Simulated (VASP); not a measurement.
# CaSe (I-4m2) in VASP: notebook

Runs on CaSe. Level: PBEsol. Tasks: single point.

Everything below comes from runs of VASP 6.6.1. Logs are shortened: lines on timing, memory, paths and dates and some standing lists are left out, and cuts for length are marked.

### 1 The cell of the first run

It takes space group I-4m2 (No. 119, tetragonal). The conventional cell has a = 4.667 Å, b = 4.667 Å, c = 5.857 Å, α = 90.00°, β = 90.00°, γ = 90.00°. Around Ca (site symmetry -4m2) lie 4 Se at 2.75 Å. Se (site symmetry -4m2) is surrounded by 4 Ca at 2.75 Å.

The cell comes from a database or a generator and needn't be the stable form of this composition.

### 2 Single point, PBEsol (strain -0.1125 x Voigt [0, 0, 1, 0, 0, 0], atoms carried along)

Input file INCAR:

```
  ALGO = Normal
  EDIFF = 1E-6
  ENCUT = 520
  GGA = PS
  ISIF = 2
  ISMEAR = 0
  LASPH = True
  LCHARG = False
  LREAL = False
  LWAVE = False
  NBANDS = 15
  NELM = 100
  PREC = Accurate
  SIGMA = 0.05
```

Input file KPOINTS:

```
k-points
0
Gamma
  6 6 6
```

Input file POSCAR:

```
CaSe
1.0
    0.0000000000      3.3000000000      2.9287500000
    3.3000000000      0.0000000000      2.9287500000
    3.3000000000      3.3000000000      0.0000000000
Ca Se
1 1
Direct
    0.0000000000      0.0000000000      0.0000000000
    0.7500000000      0.7500000000      0.7500000000
```

Potentials or basis: VASP PAW PBE potentials, release 64 (Ca_sv, Se).

Command:

```bash
$ cat potpaw_PBE.64/Ca_sv/POTCAR potpaw_PBE.64/Se/POTCAR > POTCAR
$ mpirun -np 1 vasp_std > vasp.out
```

OUTCAR:

```text
EDIFF = 1E-6
   ENCUT = 520
   GGA = PS
   ISIF = 2
   ISMEAR = 0
   LASPH = True
   LREAL = False
   NELM = 100
   PREC = Accurate

 ion  position               nearest neighbor table
   1  0.000  0.000  0.000-   2 2.75   2 2.75   2 2.75   2 2.75
   2  0.750  0.750  0.750-   1 2.75   1 2.75   1 2.75   1 2.75

  LATTYP: Found a body centered tetragonal cell.
 ALAT       =     4.6669047558
 C/A-ratio  =     1.2551145366

  Lattice vectors:

 A1 = (   0.0000000000,  -3.3000000000,  -2.9287500000)
 A2 = (   0.0000000000,   3.3000000000,  -2.9287500000)
 A3 = (   3.3000000000,   0.0000000000,   2.9287500000)

Analysis of symmetry for initial positions (statically):
=====================================================================
 Subroutine PRICEL returns:
 Original cell was already a primitive cell.

 Routine SETGRP: Setting up the symmetry group for a
 body centered tetragonal supercell.

 Subroutine GETGRP returns: Found  8 space group operations
 (whereof  8 operations were pure point group operations)
 out of a pool of 16 trial point group operations.

The static configuration has the point symmetry D_2d.

Analysis of symmetry for dynamics (positions and initial velocities):
=====================================================================
 Subroutine PRICEL returns:
 Original cell was already a primitive cell.

 Routine SETGRP: Setting up the symmetry group for a
 body centered tetragonal supercell.

 Subroutine GETGRP returns: Found  8 space group operations
 (whereof  8 operations were pure point group operations)
 out of a pool of 16 trial point group operations.

The dynamic configuration has the point symmetry D_2d.

 Subroutine INISYM returns: Found  8 space group operations
 (whereof  8 operations are pure point group operations),
 and found     1 'primitive' translations

----------------------------------------------------------------------------------------

                                     Primitive cell

  volume of cell :      63.7882

  direct lattice vectors                    reciprocal lattice vectors
     0.000000000  3.300000000  2.928750000    -0.151515152  0.151515152  0.170721297
     3.300000000  0.000000000  2.928750000     0.151515152 -0.151515152  0.170721297
     3.300000000  3.300000000  0.000000000     0.151515152  0.151515152 -0.170721297

  length of vectors
     4.412207674  4.412207674  4.666904756     0.273969786  0.273969786  0.273969786

  position of ions in fractional coordinates (direct lattice)
     0.000000000  0.000000000  0.000000000
     0.750000000  0.750000000  0.750000000

  ion indices of the primitive-cell ions
   primitive index   ion index
                 1           1
                 2           2

----------------------------------------------------------------------------------------

 KPOINTS: k-points

Automatic generation of k-mesh.
 Grid dimensions read from file:
 generate k-points for:    6    6    6

 Generating k-lattice:

  Cartesian coordinates                     Fractional coordinates (reciprocal lattice)
    -0.025252525  0.025252525  0.028453550     0.166666667  0.000000000  0.000000000
     0.025252525 -0.025252525  0.028453550     0.000000000  0.166666667  0.000000000
     0.025252525  0.025252525 -0.028453550    -0.000000000 -0.000000000  0.166666667

  Length of vectors
     0.045661631  0.045661631  0.045661631

  Shift w.r.t. Gamma in fractional coordinates (k-lattice)
     0.000000000  0.000000000  0.000000000

 Subroutine IBZKPT returns following result:
 ===========================================

 Found     30 irreducible k-points:

 Following reciprocal coordinates:
            Coordinates               Weight
  0.000000  0.000000  0.000000      1.000000
  0.166667 -0.000000  0.000000      8.000000
  0.333333  0.000000  0.000000      8.000000
  0.500000 -0.000000  0.000000      4.000000
  0.166667  0.166667  0.000000      2.000000
  0.333333  0.166667  0.000000      8.000000
[... 16 lines left out ...]
  0.333333  0.000000  0.333333      4.000000
  0.500000 -0.000000  0.333333     16.000000
 [... further k-points ...]
   k-points           NKPTS =     30   k-points in BZ     NKDIM =     30   number of bands    NBANDS=     15
   number of dos      NEDOS =    301   number of ions     NIONS =      2
   total plane-waves  NPLWV =  46656
   dimension x,y,z NGX =    36 NGY =   36 NGZ =   36
   dimension x,y,z NGXF=    72 NGYF=   72 NGZF=   72
   ions per type =               1   1
   NGX,Y,Z   is equivalent  to a cutoff of  13.56, 13.56, 12.82 a.u.
   NGXF,Y,Z  is equivalent  to a cutoff of  27.13, 27.13, 25.65 a.u.
 SYSTEM =  unknown system
   PREC   = accura    normal or accurate (medium, high low for compatibility)
   ISTART =      0    job   : 0-new  1-cont  2-samecut
   ICHARG =      2    charge: 1-file 2-atom 10-const
   ISPIN  =      1    spin polarized calculation?
   LNONCOLLINEAR =      F non collinear calculations
   LSORBIT =      F    spin-orbit coupling
   LASPH  =      T    aspherical Exc in radial PAW
   ENCUT  =  520.0 eV  38.22 Ry    6.18 a.u.   8.20  8.20  8.68*2*pi/ulx,y,z
   NELM   =    100;   NELMIN=  2; NELMDL= -5     # of ELM steps
   EDIFF  = 0.1E-05   stopping-criterion for ELM
   LREAL  =      F    real-space projection
   EDIFFG = 0.1E-04   stopping-criterion for IOM
   NSW    =      0    number of steps for IOM
   IBRION =     -1    ionic relax: 0-MD 1-quasi-New 2-CG
   NFREE  =      0    steps in history (QN), initial steepest desc. (CG)
   ISIF   =      2    stress and relaxation
   ISYM   =      2    0-nonsym 1-usesym 2-fastsym
   POTIM  = 0.5000    time-step for ionic-motion
   TEBEG  =    0.0;   TEEND  =   0.0 temperature during run
   PSTRESS=    0.0 pullay stress
   NELECT =      16.0000    total number of electrons
   NUPDOWN=      -1.0000    fix difference up-down
   EMIN   =  10.00;   EMAX   =-10.00  energy-range for DOS
   EFERMI =   0.00;   METHOD = LEGACY
   ISMEAR =     0;   SIGMA  =   0.05  broadening in eV -4-tet -1-fermi 0-gaus
   EFERMI_NEDOS =   21; number of points for ismear=-14 and -15
   IALGO  =     38    algorithm
   IMIX   =      4    mixing-type and parameters
     AMIX     =   0.40;   BMIX     =  1.00
     AMIX_MAG =   1.60;   BMIX_MAG =  1.00
  volume/ion in A,a.u.               =      31.89       215.23
  Fermi-wavevector in a.u.,A,eV,Ry     =   1.032448  1.951043 14.503109  1.065948
  Thomas-Fermi vector in A             =   2.166646
   LORBIT       =      0    0 simple, 1 ext, 2 COOP (PROOUT), +10 PAW based schemes
   GGA     = PS    functional components
   LHFCALC =     F    Hartree Fock is set to
   AEXX    =    0.0000 exact exchange contribution
   IVDW    =     0    specifies the selected vdW correction
   LEPSILON=     F    determine dielectric tensor
   LRPA    =     F    only Hartree local field effects (RPA)
 non-spin polarized calculation
 Gauss-broadening in eV      SIGMA  =   0.05
  energy-cutoff  :      520.00
  volume of cell :       63.79
 maximum number of plane-waves:      1739
 NGX is ok and might be reduce to    36
   NGX = 17   NGY = 17   NGZ = 17

 number of electron      16.0000000 magnetization

 Free energy of the ion-electron system (eV)
  ---------------------------------------------------
  ext. energy  EPLUGINS =         0.00000000
  ---------------------------------------------------
  free energy    TOTEN  =        -9.38734791 eV

  energy without entropy =       -9.38734791  energy(sigma->0) =       -9.38734791

 E-fermi :   0.5189     XC(G=0):  -8.2032

 val. band max:        0.1558663126   @ k =   0.5000  -0.0000   0.0000
 cond. band min:       3.3549806421   @ k =   0.0000   0.0000   0.0000
 fundamental gap:      3.1991143295
 Fermi energy:         0.5189276353

 k-point     1 :       0.0000    0.0000    0.0000
  band No.  band energies     occupation
      1     -38.4672      2.00000
      2     -19.6032      2.00000
      3     -19.5817      2.00000
      4     -19.5817      2.00000
      5     -10.4508      2.00000
      6      -0.1244      2.00000
      7      -0.1244      2.00000
      8      -0.0184      2.00000
      9       3.3550      0.00000
     10       5.2193      0.00000
     11       5.8949      0.00000
     12       7.6651      0.00000
     13       7.6651      0.00000
     14       8.1377      0.00000
     15       9.4239      0.00000

 k-point     2 :       0.1667   -0.0000    0.0000
  band No.  band energies     occupation
      1     -38.4664      2.00000
      2     -19.6149      2.00000
      3     -19.5905      2.00000
      4     -19.5849      2.00000
      5     -10.3630      2.00000
      6      -0.5589      2.00000
      7      -0.1286      2.00000
      8       0.0075      2.00000
      9       4.1845      0.00000
     10       5.1530      0.00000
     11       5.7082      0.00000
     12       7.2664      0.00000
     13       7.7928      0.00000
     14       7.9716      0.00000
     15       8.8375      0.00000

 k-point     3 :       0.3333    0.0000    0.0000
  band No.  band energies     occupation
      1     -38.4647      2.00000
      2     -19.6490      2.00000
      3     -19.5968      2.00000
      4     -19.5914      2.00000
      5     -10.1857      2.00000
      6      -1.1497      2.00000
      7      -0.1480      2.00000
      8       0.1113      2.00000
      9       5.1262      0.00000
     10       5.2979      0.00000
     11       5.7199      0.00000
     12       6.3673      0.00000
     13       7.3065      0.00000
     14       7.4648      0.00000
     15       8.5546      0.00000
[... 343 lines left out ...]
 k-point    23 :       0.3333    0.0000    0.3333
  band No.  band energies     occupation
      1     -38.4641      2.00000
      2     -19.6444      2.00000
      3     -19.6214      2.00000
      4     -19.5908      2.00000
      5     -10.1065      2.00000
      6      -1.2718      2.00000
      7      -0.0170      2.00000
      8       0.1530      2.00000
      9       3.7677      0.00000
     10       5.5009      0.00000
     11       6.3929      0.00000
     12       6.5085      0.00000
     13       7.0310      0.00000
     14       7.0883      0.00000
     15       9.7061      0.00000

 k-point    24 :       0.5000   -0.0000    0.3333
  band No.  band energies     occupation
      1     -38.4633      2.00000
      2     -19.6578      2.00000
      3     -19.6258      2.00000
      4     -19.5960      2.00000
      5     -10.0170      2.00000
      6      -1.3056      2.00000
      7      -0.1812      2.00000
      8       0.1181      2.00000
      9       3.7291      0.00000
     10       5.1585      0.00000
     11       6.1044      0.00000
     12       6.6381      0.00000
     13       6.9552      0.00000
     14       8.1770      0.00000
     15       9.8095      0.00000

 [... further k-points ...]

------------------------ aborting loop because EDIFF is reached ----------------------------------------

  FORCE on cell =-STRESS in cart. coord.  units (eV):
  Direction    XX          YY          ZZ          XY          YZ          ZX
  --------------------------------------------------------------------------------------
  -------------------------------------------------------------------------------------
  Total        1.1945866      1.1945866      0.9365707      0.0000000     -0.0000000     -0.0000000
  in kB       30.0046142     30.0046142     23.5239888      0.0000000     -0.0000000     -0.0000000
  external PRESSURE =      27.8444057 kB  Pullay stress =       0.0000000 kB

 VOLUME and BASIS-vectors are now :
 -----------------------------------------------------------------------------
  energy-cutoff  :      520.00
  volume of cell :       63.79
      direct lattice vectors                 reciprocal lattice vectors
     0.000000000  3.300000000  2.928750000    -0.151515152  0.151515152  0.170721297
     3.300000000  0.000000000  2.928750000     0.151515152 -0.151515152  0.170721297
     3.300000000  3.300000000  0.000000000     0.151515152  0.151515152 -0.170721297

 POSITION                                       TOTAL-FORCE (eV/Angst)
 -----------------------------------------------------------------------------------
      0.00000      0.00000      0.00000        -0.000000     -0.000000     -0.000000
      4.95000      4.95000      4.39312         0.000000      0.000000      0.000000
 -----------------------------------------------------------------------------------
    total drift:                                0.000000      0.000000     -0.000000

  FREE ENERGIE OF THE ION-ELECTRON SYSTEM (eV)
  ---------------------------------------------------
  free  energy   TOTEN  =        -9.3873479088 eV

  energy  without entropy=       -9.3873479088  energy(sigma->0) =       -9.38734791
```

It took 15 s on 1 thread of Intel Xeon Platinum 8488C (Sapphire Rapids), shared host; peak memory 0.21 GiB.

What came out:

```yaml
Free_energy: -9.3873 eV
Pressure: 2.8 GPa
Band_gap_on_the_k_mesh: 3.20 eV, indirect (least direct gap 3.27 eV)
```

Levels at points of the mesh, in eV from the valence-band top:
```tsv
k point	band 5	band 6	band 7	band 8	band 9	band 10	band 11	band 12
(0.00, 0.00, 0.00)	-10.61	-0.28	-0.28	-0.17	3.20	5.06	5.74	7.51
(0.50, 0.00, 0.00)	-10.25	-1.52	-0.32	0.00	5.09	5.44	5.59	5.87
(0.50, 0.50, 0.00)	-10.13	-1.39	-0.36	-0.36	3.47	5.00	6.30	6.32
(0.50, 0.00, 0.50)	-10.14	-1.65	-0.05	-0.01	3.26	4.88	6.22	6.29
```

Caveat: the PAW data sets were made with another functional, which shifts forces and pressure a little.

### 3 Single point, PBEsol (strain -0.1500 x Voigt [0, 0, 1, 0, 0, 0], atoms carried along)

Input file INCAR:

```
  PREC = Accurate
  ENCUT = 520
  EDIFF = 1E-7
  ISMEAR = 0
  SIGMA = 0.05
  LREAL = F
  LASPH = T
  NELM = 100
  ALGO = Normal
  ISIF = 2
  LWAVE = F
  LCHARG = F
  GGA = PS
  NBANDS = 15
```

Input file KPOINTS:

```
Automatic mesh
0
Gamma
  6 6 6
```

Input file POSCAR:

```
CaSe
1.0
    0.0000000000      3.3000000000      2.8050000000
    3.3000000000      0.0000000000      2.8050000000
    3.3000000000      3.3000000000      0.0000000000
Ca Se
1 1
Direct
    0.0000000000      0.0000000000      0.0000000000
    0.7500000000      0.7500000000      0.7500000000
```

Potentials or basis: VASP PAW PBE potentials, release 64 (Ca_sv, Se).

Command:

```bash
$ cat potpaw_PBE.64/Ca_sv/POTCAR potpaw_PBE.64/Se/POTCAR > POTCAR
$ mpirun -np 1 vasp_std > vasp.out
```

Run time: 15 s. Hardware: 1 thread of Intel Xeon Platinum 8488C (Sapphire Rapids), shared host; peak memory 0.19 GiB.

It converged, with:

- Free energy: -9.3377 eV
- Pressure: 4.6 GPa
- Band gap on the k mesh: 3.16 eV, indirect (least direct gap 3.20 eV)

Stress tensor (GPa, compression positive):
```
5.10 0.00 0.00
0.00 5.10 0.00
0.00 0.00 3.49
```

Levels at points of the mesh, in eV from the valence-band top:
| k point | band 5 | band 6 | band 7 | band 8 | band 9 | band 10 | band 11 | band 12 |
| --- | --- | --- | --- | --- | --- | --- | --- | --- |
| (0.00, 0.00, 0.00) | -10.75 | -0.36 | -0.36 | -0.23 | 3.24 | 4.90 | 5.84 | 7.50 |
| (0.50, 0.00, 0.00) | -10.35 | -1.66 | -0.46 | -0.04 | 5.09 | 5.38 | 5.61 | 5.87 |
| (0.50, 0.50, 0.00) | -10.21 | -1.48 | -0.50 | -0.50 | 3.48 | 4.99 | 6.35 | 6.36 |
| (0.50, 0.00, 0.50) | -10.23 | -1.84 | -0.08 | -0.03 | 3.16 | 4.80 | 6.26 | 6.33 |

Caveat: the PAW data sets were made with another functional, which shifts forces and pressure a little.

### 4 Single point, PBEsol (strain +0.0375 x Voigt [0, 0, 1, 0, 0, 0], atoms carried along)

Input file INCAR:

```
SYSTEM = CaSe
  PREC = Accurate
  ENCUT = 520
  EDIFF = 1E-7
  ISMEAR = 0
  SIGMA = 0.05
  LREAL = .False.
  LASPH = .True.
  NELM = 60
  ALGO = Normal
  ISIF = 2
  LWAVE = .False.
  LCHARG = .False.
  GGA = PS
  NBANDS = 15
```

Input file KPOINTS:

```
regular mesh
0
Gamma
  6 6 6
  0 0 0
```

Input file POSCAR:

```
CaSe
1.0
    0.0000000000      3.3000000000      3.4237500000
    3.3000000000      0.0000000000      3.4237500000
    3.3000000000      3.3000000000      0.0000000000
Ca Se
1 1
Direct
    0.0000000000      0.0000000000      0.0000000000
    0.7500000000      0.7500000000      0.7500000000
```

Command:

```bash
$ cat potpaw_PBE.64/Ca_sv/POTCAR potpaw_PBE.64/Se/POTCAR > POTCAR
$ mpirun -np 1 vasp_std > vasp.out
```

Run time: 20 s. Hardware: 1 thread of Intel Xeon Platinum 8488C (Sapphire Rapids), shared host; peak memory 0.21 GiB.

It converged, with:

| Quantity | Value |
| --- | --- |
| Free energy | -9.3836 eV |
| Pressure | -2.3 GPa |
| Band gap on the k mesh | 2.84 eV, indirect (least direct gap 2.95 eV) |

Stress tensor (GPa, compression positive):
```
-2.23  0.00  0.00
 0.00 -2.23  0.00
 0.00  0.00 -2.57
```

Levels at points of the mesh, in eV from the valence-band top:
```tsv
k point	band 5	band 6	band 7	band 8	band 9	band 10	band 11	band 12
(0.00, 0.00, 0.00)	-10.33	-0.16	-0.11	-0.11	2.84	5.09	5.26	6.94
(0.50, 0.00, 0.00)	-10.11	-1.24	-0.12	-0.01	4.83	5.22	5.28	5.47
(0.50, 0.50, 0.00)	-10.04	-1.29	-0.04	-0.04	3.35	4.74	5.84	5.84
(0.50, 0.00, 0.50)	-10.03	-1.22	-0.14	-0.13	3.41	4.73	5.85	5.87
```

Caveat: the PAW data sets were made with another functional, which shifts forces and pressure a little. A k mesh can miss the band edges.

(Continued in part 2 of 2.)
